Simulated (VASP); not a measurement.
# PbSe (Fm-3m) in VASP: notebook, part 2 of 2

VASP 6.6.1.

## Step 4: Single point, PBE-based screened hybrid with 20 % exact exchange

File POSCAR:

```
PbSe
1.0
    0.0000000000      3.0696893648      3.0696893648
    3.0696893648      0.0000000000      3.0696893648
    3.0696893648      3.0696893648      0.0000000000
Pb Se
1 1
Direct
    0.0000000000      0.0000000000      0.0000000000
    0.5000000000      0.5000000000      0.5000000000
```

File INCAR.step1:

```
SYSTEM = PbSe
  PREC = Accurate
  ENCUT = 520
  EDIFF = 1E-5
  ISMEAR = 0
  SIGMA = 0.01
  LREAL = .False.
  LASPH = .True.
  NELM = 100
  ALGO = Normal
  ISIF = 2
  LWAVE = .True.
  NBANDS = 17
  GGA = PE
```

File INCAR.step2:

```
SYSTEM = PbSe
  PREC = Accurate
  ENCUT = 520
  EDIFF = 1E-6
  ISMEAR = 0
  SIGMA = 0.01
  LREAL = .False.
  LASPH = .True.
  NELM = 100
  ALGO = Normal
  ISIF = 2
  LWAVE = .False.
  LCHARG = .True.
  GGA = PE
  LHFCALC = .True.
  AEXX = 0.2
  HFSCREEN = 0.2078
  PRECFOCK = Normal
  LELF = .True.
  LVHAR = .True.
  NBANDS = 17
  ISTART = 1
```

File KPOINTS:

```
Automatic mesh
0
Gamma
  4 4 4
  0 0 0
```

Potentials or basis: VASP PAW PBE potentials, release 64 (Pb_d, Se).

On the command line:

```sh
$ cat potpaw_PBE.64/Pb_d/POTCAR potpaw_PBE.64/Se/POTCAR > POTCAR
$ cp INCAR.step1 INCAR
$ mpirun -np 1 vasp_std > vasp.out
$ cp INCAR.step2 INCAR
$ mpirun -np 1 vasp_std > vasp.out
```

OUTCAR:

```text
SYSTEM = PbSe
   PREC = Accurate
   ENCUT = 520
   EDIFF = 1E-6
   ISMEAR = 0
   LREAL = .False.
   LASPH = .True.
   NELM = 100
   ISIF = 2
   GGA = PE
   LHFCALC = .True.
   AEXX = 0.2
   HFSCREEN = 0.2078
   PRECFOCK = Normal
   ISTART = 1

 ion  position               nearest neighbor table
   1  0.000  0.000  0.000-   2 3.07   2 3.07   2 3.07   2 3.07   2 3.07   2 3.07
   2  0.500  0.500  0.500-   1 3.07   1 3.07   1 3.07   1 3.07   1 3.07   1 3.07

[... 340 lines left out ...]

------------------------ aborting loop because EDIFF is reached ----------------------------------------

  FORCE on cell =-STRESS in cart. coord.  units (eV):
  Direction    XX          YY          ZZ          XY          YZ          ZX
  --------------------------------------------------------------------------------------
  -------------------------------------------------------------------------------------
  Total        0.3498129      0.3498129      0.3498129      0.0000000     -0.0000000      0.0000000
  in kB        9.6879766      9.6879766      9.6879766      0.0000000     -0.0000000      0.0000000
  external PRESSURE =       9.6879766 kB  Pullay stress =       0.0000000 kB

 VOLUME and BASIS-vectors are now :
 -----------------------------------------------------------------------------
  energy-cutoff  :      520.00
  volume of cell :       57.85
      direct lattice vectors                 reciprocal lattice vectors
     0.000000000  3.069689365  3.069689365    -0.162882931  0.162882931  0.162882931
     3.069689365  0.000000000  3.069689365     0.162882931 -0.162882931  0.162882931
     3.069689365  3.069689365  0.000000000     0.162882931  0.162882931 -0.162882931

 POSITION                                       TOTAL-FORCE (eV/Angst)
 -----------------------------------------------------------------------------------
      0.00000      0.00000      0.00000         0.000000     -0.000000      0.000000
      3.06969      3.06969      3.06969        -0.000000      0.000000     -0.000000
 -----------------------------------------------------------------------------------
    total drift:                               -0.000001     -0.000003     -0.000001

  FREE ENERGIE OF THE ION-ELECTRON SYSTEM (eV)
  ---------------------------------------------------
  free  energy   TOTEN  =        -9.4053461363 eV

  energy  without entropy=       -9.4053461363  energy(sigma->0) =       -9.40534614
```

Run time: 18 min. Hardware: 1 thread of Intel Xeon 8259CL, shared host; peak memory 0.3 GiB.

What came out:

| Item | Value |
| --- | --- |
| Free energy | -9.4053 eV |
| Pressure | 1.0 GPa |
| Band gap on the k mesh | 0.65 eV |

Levels at points of the mesh, in eV from the valence-band top:
| k point | band 8 | band 9 | band 10 | band 11 | band 12 | band 13 |
| --- | --- | --- | --- | --- | --- | --- |
| (0.00, 0.00, 0.00) | -2.08 | -2.08 | -2.08 | 5.31 | 5.31 | 5.31 |
| (0.50, 0.00, 0.00) | -1.67 | -1.67 | 0.00 | 0.65 | 2.10 | 2.10 |
| (0.50, 0.50, 0.00) | -5.39 | -3.52 | -3.52 | 4.11 | 6.26 | 6.26 |

Caveat: the k points lie up to 0.44 Å⁻¹ apart; the PAW data sets were made with another functional, which shifts forces and pressure a little; spin-orbit coupling is left out, which moves the levels of the heavy elements. A k mesh can miss the band edges.

## Step 5: Single point, HF

POSCAR is that of step 4.

File INCAR.step1:

```
SYSTEM = PbSe
PREC     = Accurate       ! precision mode
ENCUT    = 520            ! plane-wave cutoff, eV
EDIFF    = 1E-5           ! SCF threshold, eV
ISMEAR   = 0              ! smearing method
SIGMA    = 0.01           ! smearing width, eV
LREAL    = .FALSE.        ! projectors in reciprocal space
LASPH    = .TRUE.         ! aspherical terms in the spheres
NELM     = 80             ! most SCF steps
ALGO     = Normal         ! electronic algorithm
ISIF     = 2              ! what is computed and relaxed
LWAVE    = .TRUE.         ! write WAVECAR
LCHARG   = .FALSE.        ! write CHGCAR
GGA      = PE             ! functional
NBANDS   = 17             ! bands
```

File INCAR.step2:

```
SYSTEM = PbSe
PREC     = Accurate       ! precision mode
ENCUT    = 520            ! plane-wave cutoff, eV
EDIFF    = 1E-6           ! SCF threshold, eV
ISMEAR   = 0              ! smearing method
SIGMA    = 0.01           ! smearing width, eV
LREAL    = .FALSE.        ! projectors in reciprocal space
LASPH    = .TRUE.         ! aspherical terms in the spheres
NELM     = 80             ! most SCF steps
ALGO     = Normal         ! electronic algorithm
ISIF     = 2              ! what is computed and relaxed
LWAVE    = .FALSE.        ! write WAVECAR
LCHARG   = .FALSE.        ! write CHGCAR
GGA      = PE             ! functional
LHFCALC  = .TRUE.         ! exact exchange
AEXX     = 1.0            ! exact-exchange fraction
ALDAC    = 0.0          
AGGAC    = 0.0          
PRECFOCK = Normal       
ISTART   = 1            
NBANDS   = 17             ! bands
```

File KPOINTS:

```
Automatic mesh
0
G
  4 4 4
  0 0 0
```

On the command line:

```sh
$ cat potpaw_PBE.64/Pb_d/POTCAR potpaw_PBE.64/Se/POTCAR > POTCAR
$ cp INCAR.step1 INCAR
$ mpirun -np 1 vasp_std > vasp.out
$ cp INCAR.step2 INCAR
$ mpirun -np 1 vasp_std > vasp.out
```

Run time: 29 min. Hardware: 1 thread of Intel Xeon 8259CL, shared host; peak memory 0.2 GiB.

The run converged. Its results:

- Free energy: -16.7990 eV
- Pressure: 6.4 GPa
- Band gap on the k mesh: 5.38 eV

Levels at points of the mesh, in eV from the valence-band top:
| k point | band 6 | band 7 | band 8 | band 9 | band 10 | band 11 | band 12 | band 13 | band 14 | band 15 |
| --- | --- | --- | --- | --- | --- | --- | --- | --- | --- | --- |
| (0.00, 0.00, 0.00) | -19.33 | -7.58 | -3.21 | -3.21 | -3.21 | 10.98 | 10.98 | 10.98 | 12.40 | 12.40 |
| (0.50, 0.00, 0.00) | -17.88 | -11.97 | -2.77 | -2.77 | 0.00 | 5.38 | 6.84 | 6.84 | 15.02 | 16.96 |
| (0.50, 0.50, 0.00) | -17.34 | -9.41 | -7.37 | -4.99 | -4.99 | 8.95 | 12.15 | 12.15 | 12.72 | 18.26 |

Caveat: the k points lie up to 0.44 Å⁻¹ apart; the PAW data sets were made with another functional, which shifts forces and pressure a little; spin-orbit coupling is left out, which moves the levels of the heavy elements.

## Step 6: The runs side by side

```tsv
level	k mesh	grid for exact exchange (PRECFOCK)	share of exact exchange	screening parameter	gap on the mesh (eV)	pressure (GPa)
PBEsol	6 × 6 × 6	-	-	-	0.23	-1.0
PBE-based screened hybrid with 20 % exact exchange	4 × 4 × 4	Normal	0.2	0.2078 1/Å	0.65	1.0
HF	4 × 4 × 4	Normal	1	-	5.38	6.4
```

Alike in all rows: task single point; potentials or basis VASP PAW PBE potentials, release 64 (Pb_d, Se); no spin polarisation; cell as given; cutoff (eV) 520; smearing gaussian 0.01 eV.

Caveats: some runs use coarse meshes; the PAW data sets were made with another functional, which shifts forces and pressure a little; spin-orbit coupling is left out, which moves the levels of the heavy elements.

Absolute energies hang on the potentials; compare differences alone.

## Step 7: How close it comes

Step 2. A measured gap of PbSe is 0.15 eV (direct; 4.2 K; a printed reference work, monograph); the calculated 0.23 eV misses it by +0.08 eV. 2 values of this kind are on record (0.15 to 0.28 eV); this one was drawn at random. Spin-orbit coupling on Pb, Se is left out. The value is that of PBEsol on a finite k mesh, which can miss the band edges, without temperature or zero-point motion.

Step 3. A measured gap of PbSe is 0.28 eV (direct; 300 K; a printed reference work, monograph); the calculated 0.23 eV misses it by -0.05 eV. 2 values of this kind are on record (0.15 to 0.28 eV); this one was drawn at random. Spin-orbit coupling on Pb, Se is left out. The value is that of PBEsol on a finite k mesh, which can miss the band edges, without temperature or zero-point motion. Semilocal functionals fall short of measured gaps as a rule.
